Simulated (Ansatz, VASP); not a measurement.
## Fe: VASP beside Ansatz

Contents of INCAR:

```
PREC     = Accurate       # precision mode
ENCUT    = 520            # plane-wave cutoff, eV
EDIFF    = 1E-6           # SCF threshold, eV
ISMEAR   = -1             # smearing method
SIGMA    = 0.03           # smearing width, eV
LREAL    = False          # projectors in reciprocal space
LASPH    = True           # aspherical terms in the spheres
NELM     = 150            # most SCF steps
ALGO     = Normal         # electronic algorithm
ISIF     = 2              # what is computed and relaxed
LWAVE    = False          # write WAVECAR
LCHARG   = True           # write CHGCAR
ISPIN    = 2              # spin polarisation
MAGMOM   = 3              # initial moments
LORBIT   = 11             # projections on sites
LMAXMIX  = 4              # l up to which the mixer works
GGA      = PE             # functional
LELF     = True           # ELF
LVHAR    = True         
NBANDS   = 14             # bands
```

KPOINTS

```
regular mesh
0
Gamma
  17 17 17
```

POSCAR

```
Fe
1.0
    0.0000000000      1.7907809749      1.7907809749
    1.7907809749      0.0000000000      1.7907809749
    1.7907809749      1.7907809749      0.0000000000
Fe
1
Direct
    0.0000000000      0.0000000000      0.0000000000
```

Input for Ansatz:

```yaml
crystal:
  lattice:
    - [0.0, 1.7907809749, 1.7907809749]
    - [1.7907809749, 0.0, 1.7907809749]
    - [1.7907809749, 1.7907809749, 0.0]
  atoms:
    - { symbol: Fe, position: [0.0, 0.0, 0.0], spin: 3.0 }
magnetization:
  spin_polarized: true
kpoints:
  mp_grid: { grid: [17, 17, 17] }
scf:
  occupations: { method: fermi_dirac, width: 0.03 }
hamiltonian:
  xc: pbe
  pseudopotentials: { kind: all_electron, lapw: { basis_error: 0.00025 } }
output:
  forces: true
  stress: true
  eigenvalues: true
```

Change from the starting cell: volume scaled by 0.9405.

Alike in both runs: task single point; functional PBE; k mesh 17 × 17 × 17; occupations fermi-dirac, width 0.03 eV; collinear spin.

|  | VASP | Ansatz |
| --- | --- | --- |
| version | VASP 6.6.1 | Ansatz 0.2.0 |
| potentials or method | VASP PAW PBE potentials, release 64 (Fe) | all-electron LAPW, scalar-relativistic |
| plane-wave cutoff (eV) | 520 | see its input |

VASP gave:

```
pressure (GPa)                                                : -12.4
net moment per atom (μB)                                      : 1.50
size of the moment on the site where the two differ most (μB) : 1.50
```

Question: Estimate Ansatz's values.

Answer: Pressure (GPa): 7.4; net moment per atom (μB): 2.48; size of the moment on the site where the two differ most (μB): 2.52.

The net moments differ so much that the two runs ended in different magnetic states, which moves the other rows too. Site moments also hang on the region over which each program counts them. Ansatz ran all-electron here, so the differences hold the error of VASP's frozen core and of both bases.
